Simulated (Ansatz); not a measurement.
## Nuclear-site quantities of Se as the cell is scaled

```
Se
1.0
     4.36620    0.00000    0.00000
    -2.18310    3.78124    0.00000
     0.00000    0.00000    4.95360
Se
3
Direct
  0.22540 0.00000 0.33333
  0.00000 0.22540 0.66667
  0.77460 0.77460 0.00000
```

Atoms are numbered in the order listed.

The cell is COD entry 9012501, as deposited and not checked against the literature; nothing was relaxed.

All numbers below come from DFT, LDA, all-electron PAW with datasets made for the crystal, scalar-relativistic in Ansatz 0.2.0.

The runs use a Γ-centred 6×6×5 k mesh, Fermi–Dirac smearing of 0.03 eV, cutoff 200 eV (chosen by the program for this cell), no spin polarisation.

The contact density is the mean electron density over the nuclear volume; its changes follow the s electrons' response to bonding and compression. Changes below are taken from the unscaled cell, where it is 261715 e/Å³ at Se1.

```json
{"V/V(cell)": "0.9400", "P (GPa)": "2.6", "Δρ(0) Se1 (e/Å³)": "?"}
{"V/V(cell)": "0.9600", "P (GPa)": "1.2", "Δρ(0) Se1 (e/Å³)": "-0.48"}
{"V/V(cell)": "0.9800", "P (GPa)": "-0.1", "Δρ(0) Se1 (e/Å³)": "-0.23"}
{"V/V(cell)": "0.9900", "P (GPa)": "-0.7", "Δρ(0) Se1 (e/Å³)": "-0.12"}
{"V/V(cell)": "1.0000", "P (GPa)": "-1.3", "Δρ(0) Se1 (e/Å³)": "0.00"}
{"V/V(cell)": "1.0100", "P (GPa)": "-1.8", "Δρ(0) Se1 (e/Å³)": "?"}
{"V/V(cell)": "1.0200", "P (GPa)": "-2.3", "Δρ(0) Se1 (e/Å³)": "0.22"}
{"V/V(cell)": "1.0400", "P (GPa)": "-3.2", "Δρ(0) Se1 (e/Å³)": "0.43"}
{"V/V(cell)": "1.0600", "P (GPa)": "-4.1", "Δρ(0) Se1 (e/Å³)": "?"}
```

(1) Fill in "Δρ(0) Se1 (e/Å³)" for the row "1.0100".

(2) What belongs in the row "1.0600", column "Δρ(0) Se1 (e/Å³)"?

(3) Give the missing entry: row "0.9400", column "Δρ(0) Se1 (e/Å³)".

The datasets are made afresh for each cell, so very small changes are uncertain.

## Answers

(1) 0.11.

(2) 0.63.

(3) -0.73.
